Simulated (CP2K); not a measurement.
Ge:

```xyz
2
Lattice="3.8998 0.0000 0.0000 -2.8984 2.6092 0.0000 -0.5007 -1.3046 3.6409" Properties=species:S:1:pos:R:3 pbc="T T T"
Ge    0.5007    1.3046    0.0000
Ge   -1.4492    1.3046    1.8204
```

This isn't the form of Ge at room conditions, which is diamond.

Base run:

```yaml
Program: CP2K 2026.2
Functional: PBE
Dispersion: D3(BJ)+ATM
Potentials_or_basis: POTENTIAL_UZH Ge GTH-PBE-q4; TZVP-MOLOPT-PBE-GTH basis
Density_cutoff: 6123 eV
k_mesh: 11 × 11 × 11
Occupations: fermi-dirac, width 0.05 eV
Spin: no spin polarisation
```

Its results: band gap on the k mesh none (metal or under the smearing width); pressure 1.5 GPa.

**Question.** After a change of settings the same cell gave: band gap on the k mesh none (metal or under the smearing width); pressure 2.9 GPa. Which change was it?
A. dispersion from D3(BJ)+ATM to rVV10
B. dispersion from D3(BJ)+ATM to D3
C. dispersion from D3(BJ)+ATM to D2
D. dispersion from D3(BJ)+ATM to D4

**Answer.** B.

Caveats: the basis of atomic orbitals isn't converged, which shifts pressures, moduli and gaps; pairwise dispersion overbinds metals, which lowers pressure and volume.
